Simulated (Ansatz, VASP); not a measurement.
# BaZrO3: VASP beside Ansatz

```
Ba Zr O
1.0
     4.21239    0.00000    0.00000
     0.00000    4.21239    0.00000
     0.00000    0.00000    4.21239
Ba Zr O
1 1 3
Cartesian
  0.0000 0.0000 0.0000
  2.1062 2.1062 2.1062
  2.1062 0.0000 2.1062
  2.1062 2.1062 0.0000
  0.0000 2.1062 2.1062
```

Alike in both runs: task relaxation of cell and atoms; functional PBE; k mesh 6 × 6 × 6; occupations gaussian, width 0.02 eV; no spin polarisation.

|  | VASP | Ansatz |
| --- | --- | --- |
| version | VASP 6.6.1 | Ansatz 0.2.0 |
| potentials or method | VASP PAW PBE potentials, release 64 (Ba_sv, Zr_sv, O) | scalar-relativistic, plane waves, PAW |
| plane-wave cutoff (eV) | 600 | 420 |
| valence electrons in the cell | 40 | 40 |

VASP gave:

```
gap on the k mesh at the Fermi level, each at its own relaxed structure (eV) : 3.12
relaxed volume (Å³/atom)                                                     : 15.19
relaxed cell length with the largest relative difference (Å)                 : 4.235
energy change over the relaxation (meV/atom)                                 : -2
```

Task: Estimate Ansatz's values.

Result: gap on the k mesh at the Fermi level, each at its own relaxed structure (eV): 3.18; relaxed volume (Å³/atom): 15.10; relaxed cell length with the largest relative difference (Å): 4.227; energy change over the relaxation (meV/atom): -1.

Caveats: spin-orbit coupling is left out, which moves the levels of the heavy elements. A k mesh can miss the band edges. As with any semilocal functional, this PBE gap is likely too small.
